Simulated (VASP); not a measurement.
# NiO (P-6m2) in VASP: further runs, part 2 of 2

VASP 6.6.1. The steps go on from the part before.

**5. Single point, LDA+U, collinear spin, random start**

Input file INCAR:

```
SYSTEM = NiO
PREC = Accurate ; ENCUT = 520
EDIFF = 1E-6 ; ISMEAR = 0
SIGMA = 0.05 ; LREAL = .False.
LASPH = .True. ; NELM = 100
ALGO = Normal ; ISIF = 2
LWAVE = .False. ; LCHARG = .False.
ISPIN = 2 ; MAGMOM = 0.94 0
LORBIT = 11 ; LMAXMIX = 4
LDAU = .True. ; LDAUTYPE = 2
LDAUL = 2 -1 ; LDAUU = 4 0
LDAUJ = 0 0 ; LDAUPRINT = 1
NBANDS = 19
```

Input file KPOINTS:

```
Automatic mesh
0
Gamma
  8 8 7
  0 0 0
```

Input file POSCAR:

```
NiO
1.0
    2.7830607900      0.0000000000      0.0000000000
   -1.3915303900      2.4102013400      0.0000000000
    0.0000000000      0.0000000000      2.7161294400
Ni O
1 1
Direct
    0.0000000000      0.0000000000      0.0000000000
    0.6666666667      0.3333333333      0.5000000000
```

Run with:

```
> cat potpaw_LDA.64/Ni/POTCAR potpaw_LDA.64/O/POTCAR > POTCAR
> mpirun -np 1 vasp_std > vasp.out
```

Run time: 27 s. Hardware: 1 thread of Intel Xeon Platinum 8488C (Sapphire Rapids), shared host; peak memory 0.14 GiB.

Results (log left out):

```
Free energy                                           : -11.2486 eV
Pressure                                              : -13.4 GPa
Band gap on the k mesh                                : none (metal or under the smearing width)
Net moment                                            : 2.00 μB per cell
Site moments                                          : Ni +1.63; O +0.33 μB
Valence electrons inside the program's atomic spheres : Ni 9.04; O 4.95
```

Stress tensor (GPa, compression positive):
```
-10.05   0.00   0.00
  0.00 -10.05   0.00
  0.00   0.00 -20.20
```

Levels at points of the mesh, in eV from the Fermi level:
Spin up:
```
           k point  band 7  band 8  band 9  band 10  band 11  band 12
(0.00, 0.00, 0.00)   -3.00   -0.78   -0.78     1.42    14.33    16.76
(0.50, 0.00, 0.00)   -2.97   -2.48   -0.83     6.16     9.30    14.73
```
Spin down:
```
           k point  band 3  band 4  band 5  band 6  band 7  band 8  band 9  band 10  band 11  band 12
(0.00, 0.00, 0.00)   -4.22   -4.22   -2.44    0.10    0.10    0.50    0.50     1.84    14.65    17.16
(0.50, 0.00, 0.00)   -4.21   -3.23   -2.92   -1.81   -1.47    0.33    2.02     6.49     9.89    15.08
```

Eigenvalues of the final occupation matrices:
| site | spin | trace | eigenvalues |
| --- | --- | --- | --- |
| site 1 d | 1 | 4.96 | 0.98 0.98 0.98 1.01 1.01 |
| site 1 d | 2 | 3.34 | 0.23 0.23 0.96 0.96 0.97 |

Caveat: a cell with one magnetic atom can't hold antiferromagnetic order, which such compounds often take. The state reached can hang on the start; a lower one may exist.

**6. Single point, LDA+U, collinear spin, ferromagnetic start**

Input file INCAR:

```
SYSTEM = NiO
PREC     = Accurate       ! precision mode
ENCUT    = 520            ! plane-wave cutoff, eV
EDIFF    = 1E-6           ! SCF threshold, eV
ISMEAR   = 0              ! smearing method
SIGMA    = 0.05           ! smearing width, eV
LREAL    = .FALSE.        ! projectors in reciprocal space
LASPH    = .TRUE.         ! aspherical terms in the spheres
NELM     = 150            ! most SCF steps
ALGO     = Normal         ! electronic algorithm
ISIF     = 2              ! what is computed and relaxed
LWAVE    = .FALSE.        ! write WAVECAR
LCHARG   = .FALSE.        ! write CHGCAR
ISPIN    = 2              ! spin polarisation
MAGMOM   = 1 0            ! initial moments
LORBIT   = 11             ! projections on sites
NUPDOWN  = 2              ! fixed moment
LMAXMIX  = 4              ! l up to which the mixer works
LDAU     = .TRUE.         ! DFT+U
LDAUTYPE = 2            
LDAUL    = 2 -1           ! shell
LDAUU    = 4 0            ! U, eV
LDAUJ    = 0 0          
LDAUPRINT= 1
```

Input file KPOINTS:

```
Automatic mesh
0
G
  8 8 7
  0 0 0
```

POSCAR is that of step 5.

Potentials or basis: VASP PAW LDA potentials, release 64 (Ni, O).

Run with:

```
> cat potpaw_LDA.64/Ni/POTCAR potpaw_LDA.64/O/POTCAR > POTCAR
> mpirun -np 1 vasp_std > vasp.out
```

OUTCAR:

```text
SYSTEM = NiO
   PREC = Accurate
   ENCUT = 520
   EDIFF = 1E-6
   ISMEAR = 0
   LREAL = .FALSE.
   LASPH = .TRUE.
   NELM = 150
   ISIF = 2
   ISPIN = 2
   LORBIT = 11
   NUPDOWN = 2

 ion  position               nearest neighbor table
   1  0.000  0.000  0.000-   2 2.10   2 2.10   2 2.10   2 2.10   2 2.10   2 2.10
   2  0.667  0.333  0.500-   1 2.10   1 2.10   1 2.10   1 2.10   1 2.10   1 2.10

  LATTYP: Found a hexagonal cell.
 ALAT       =     2.7830607900
 C/A-ratio  =     0.9759504535

  Lattice vectors:

 A1 = (   2.7830607900,   0.0000000000,   0.0000000000)
 A2 = (  -1.3915303900,   2.4102013400,   0.0000000000)
 A3 = (   0.0000000000,   0.0000000000,   2.7161294400)

Analysis of symmetry for initial positions (statically):
=====================================================================
 Subroutine PRICEL returns:
 Original cell was already a primitive cell.

 Routine SETGRP: Setting up the symmetry group for a
 hexagonal supercell.

 Subroutine GETGRP returns: Found 12 space group operations
 (whereof 12 operations were pure point group operations)
 out of a pool of 24 trial point group operations.

The static configuration has the point symmetry D_3h.

Analysis of symmetry for dynamics (positions and initial velocities):
=====================================================================
 Subroutine PRICEL returns:
 Original cell was already a primitive cell.

 Routine SETGRP: Setting up the symmetry group for a
 hexagonal supercell.

 Subroutine GETGRP returns: Found 12 space group operations
 (whereof 12 operations were pure point group operations)
 out of a pool of 24 trial point group operations.

The dynamic configuration has the point symmetry D_3h.

Analysis of structural, dynamic, and magnetic symmetry:
=====================================================================
 Subroutine PRICEL returns:
 Original cell was already a primitive cell.

 Routine SETGRP: Setting up the symmetry group for a
 hexagonal supercell.

 Subroutine GETGRP returns: Found 12 space group operations
 (whereof 12 operations were pure point group operations)
 out of a pool of 24 trial point group operations.

The overall configuration has the point symmetry D_3h.

 Subroutine INISYM returns: Found 12 space group operations
 (whereof 12 operations are pure point group operations),
 and found     1 'primitive' translations

----------------------------------------------------------------------------------------

                                     Primitive cell

  volume of cell :      18.2191

  direct lattice vectors                    reciprocal lattice vectors
     2.783060790  0.000000000  0.000000000     0.359316621  0.207451548  0.000000000
    -1.391530390  2.410201340  0.000000000     0.000000000  0.414903097  0.000000000
     0.000000000  0.000000000  2.716129440     0.000000000  0.000000000  0.368170966

[... 144 lines left out ...]
 -0.0000  1.0125 -0.0000  0.0000 -0.0000
 -0.0000 -0.0000  0.9769 -0.0000 -0.0000
 -0.0000  0.0000 -0.0000  1.0125  0.0000
  0.0000 -0.0000 -0.0000  0.0000  0.9768

spin component  2

  0.9554  0.0000 -0.0000 -0.0000  0.0000
  0.0000  0.2260 -0.0000  0.0000  0.0000
 -0.0000 -0.0000  0.9736 -0.0000 -0.0000
 -0.0000  0.0000 -0.0000  0.2260  0.0000
  0.0000  0.0000 -0.0000  0.0000  0.9554

 occupancies and eigenvectors

  o =  0.2260  v =  0.0000  0.0000  0.0000  0.0000  0.0000  0.0000 -0.9116  0.0000  0.4111  0.0000      0.0000  0.0000  0.0000  0.0000  0.0000  0.0000  0.0000  0.0000  0.0000  0.0000
  o =  0.2260  v =  0.0000  0.0000  0.0000  0.0000  0.0000  0.0000  0.4111  0.0000  0.9116  0.0000      0.0000  0.0000  0.0000  0.0000  0.0000  0.0000  0.0000  0.0000  0.0000  0.0000
  o =  0.9554  v =  0.0000  0.0000  0.0000  0.0000  0.0000 -0.8388 -0.0000 -0.0000  0.0000 -0.5444      0.0000  0.0000  0.0000  0.0000  0.0000  0.0000  0.0000  0.0000  0.0000  0.0000
  o =  0.9554  v =  0.0000  0.0000  0.0000  0.0000  0.0000  0.5444 -0.0000 -0.0000  0.0000 -0.8388      0.0000  0.0000  0.0000  0.0000  0.0000  0.0000  0.0000  0.0000  0.0000  0.0000
  o =  0.9736  v =  0.0000  0.0000  0.0000  0.0000  0.0000 -0.0000  0.0000  1.0000 -0.0000 -0.0000      0.0000  0.0000  0.0000  0.0000  0.0000  0.0000  0.0000  0.0000  0.0000  0.0000
  o =  0.9768  v =  0.7495  0.0000  0.0000 -0.0000  0.6621  0.0000  0.0000  0.0000  0.0000  0.0000      0.0000  0.0000  0.0000  0.0000  0.0000  0.0000  0.0000  0.0000  0.0000  0.0000
  o =  0.9768  v =  0.6621 -0.0000  0.0000  0.0000 -0.7495  0.0000  0.0000  0.0000  0.0000  0.0000      0.0000  0.0000  0.0000  0.0000  0.0000  0.0000  0.0000  0.0000  0.0000  0.0000
  o =  0.9769  v =  0.0000  0.0000 -1.0000 -0.0000  0.0000  0.0000  0.0000  0.0000  0.0000  0.0000      0.0000  0.0000  0.0000  0.0000  0.0000  0.0000  0.0000  0.0000  0.0000  0.0000
  o =  1.0125  v =  0.0000 -0.9116 -0.0000  0.4111  0.0000  0.0000  0.0000  0.0000  0.0000  0.0000      0.0000  0.0000  0.0000  0.0000  0.0000  0.0000  0.0000  0.0000  0.0000  0.0000
  o =  1.0125  v = -0.0000  0.4111  0.0000  0.9116 -0.0000  0.0000  0.0000  0.0000  0.0000  0.0000      0.0000  0.0000  0.0000  0.0000  0.0000  0.0000  0.0000  0.0000  0.0000  0.0000

 number of electron      16.0000004 magnetization       2.0000077

 Free energy of the ion-electron system (eV)
  ---------------------------------------------------
  ext. energy  EPLUGINS =         0.00000000
  ---------------------------------------------------
  free energy    TOTEN  =       -11.24857209 eV

  energy without entropy =      -11.24839196  energy(sigma->0) =      -11.24848203

 E-fermi :   7.1947     XC(G=0): -13.1648

 val. band max:        7.0969207939   @ k =   0.1250  -0.0000   0.0000
 cond. band min:       7.2098683347   @ k =   0.3750   0.2500   0.0000
 fundamental gap:      0.1129475408
 Fermi energy:         6.8718738710

 spin component 1

 k-point     1 :       0.0000    0.0000    0.0000
  band No.  band energies     occupation
      1     -12.4419      1.00000
      2       1.4599      1.00000
      3       2.0277      1.00000
      4       2.0277      1.00000
      5       2.3198      1.00000
      6       2.3198      1.00000
      7       4.1965      1.00000
      8       6.4109      1.00000
      9       6.4109      1.00000
     10       8.6170      0.00000
     11      21.5219      0.00000
     12      23.9605      0.00000
[... 745 lines left out ...]
      2       1.0207      1.00000
      3       1.8022      1.00000
      4       3.8667      1.00000
      5       3.9539      1.00000
      6       5.3438      1.00000
      7       5.4625      1.00000
      8       8.1722      0.00000
      9       8.8419      0.00000
     10      14.1769      0.00000
     11      17.5333      0.00000
     12      21.8108      0.00000
     13      23.8461      0.00000

 [... further k-points ...]

------------------------ aborting loop because EDIFF is reached ----------------------------------------

  FORCE on cell =-STRESS in cart. coord.  units (eV):
  Direction    XX          YY          ZZ          XY          YZ          ZX
  --------------------------------------------------------------------------------------
  -------------------------------------------------------------------------------------
  Total       -1.1389437     -1.1389437     -2.2883600     -0.0000000     -0.0000000      0.0000000
  in kB     -100.1581672   -100.1581668   -201.2372839     -0.0000002     -0.0000000      0.0000000
  external PRESSURE =    -133.8512060 kB  Pullay stress =       0.0000000 kB

 VOLUME and BASIS-vectors are now :
 -----------------------------------------------------------------------------
  energy-cutoff  :      520.00
  volume of cell :       18.22
      direct lattice vectors                 reciprocal lattice vectors
     2.783060790  0.000000000  0.000000000     0.359316621  0.207451548  0.000000000
    -1.391530390  2.410201340  0.000000000     0.000000000  0.414903097  0.000000000
     0.000000000  0.000000000  2.716129440     0.000000000  0.000000000  0.368170966

 POSITION                                       TOTAL-FORCE (eV/Angst)
 -----------------------------------------------------------------------------------
      0.00000      0.00000      0.00000         0.000000      0.000000      0.000000
      1.39153      0.80340      1.35806        -0.000000     -0.000000      0.000000
 -----------------------------------------------------------------------------------
    total drift:                               -0.000000      0.000000      0.000000

  FREE ENERGIE OF THE ION-ELECTRON SYSTEM (eV)
  ---------------------------------------------------
  free  energy   TOTEN  =       -11.2485720898 eV

  energy  without entropy=      -11.2483919625  energy(sigma->0) =      -11.24848203

 total charge

# of ion       s       p       d       tot
------------------------------------------
    1        0.346   0.435   8.264   9.045
    2        1.547   3.397   0.000   4.944
--------------------------------------------------
tot          1.893   3.832   8.264  13.989

 magnetization (x)

# of ion       s       p       d       tot
------------------------------------------
    1        0.004   0.008   1.619   1.631
    2        0.021   0.308   0.000   0.328
--------------------------------------------------
tot          0.024   0.316   1.619   1.959
```

Run time: 20 s. Hardware: 1 thread of Intel Xeon Platinum 8488C (Sapphire Rapids), shared host; peak memory 0.14 GiB.

Results:

| Property | Result |
| --- | --- |
| Free energy | -11.2486 eV |
| Pressure | -13.4 GPa |
| Net moment | 2.00 μB per cell |
| Site moments | Ni +1.63; O +0.33 μB |
| Valence electrons inside the program's atomic spheres | Ni 9.04; O 4.94 |

Eigenvalues of the final occupation matrices:
```tsv
site	spin	trace	eigenvalues
site 1 d	1	4.96	0.98 0.98 0.98 1.01 1.01
site 1 d	2	3.34	0.23 0.23 0.96 0.96 0.97
```

Caveat: the total moment is fixed, so each spin has its own Fermi level; a cell with one magnetic atom can't hold antiferromagnetic order, which such compounds often take. The state reached can hang on the start; a lower one may exist.

**7. Overview**

| spin | fixed moment (μB) | k mesh | supercell matrix | gap on the mesh (eV) | pressure (GPa) | moment (μB) |
| --- | --- | --- | --- | --- | --- | --- |
| collinear, ferromagnetic start | - | 8 × 8 × 7 | - | none | -13.2 | 2.00 |
| collinear, antiferromagnetic start | - | 8 × 8 × 8 | [0, 1, 1, 1, 0, 1, 1, 1, 0] | 0.74 | -14.4 | 0.00 |
| collinear, zero start | - | 8 × 8 × 7 | - | none | -25.6 | 0.00 |
| collinear, random start | - | 8 × 8 × 7 | - | none | -13.4 | 2.00 |
| collinear, ferromagnetic start | 2 | 8 × 8 × 7 | - | - | -13.4 | 2.00 |

Alike in all rows: task single point; level LDA+U; potentials or basis VASP PAW LDA potentials, release 64 (Ni, O); Ni d U = 4 eV; cell as given; cutoff (eV) 520; smearing gaussian 0.05 eV.

On the cell as given the gap runs from zero (LDA+U) to 0.74 eV (LDA+U); the meshes differ, which moves gaps too.

Caveats: a cell with one magnetic atom can't hold antiferromagnetic order, which such compounds often take (some runs); the total moment is fixed, so each spin has its own Fermi level (some runs).

Total energies depend on the potentials used, so only differences within one code and one set of settings carry meaning.
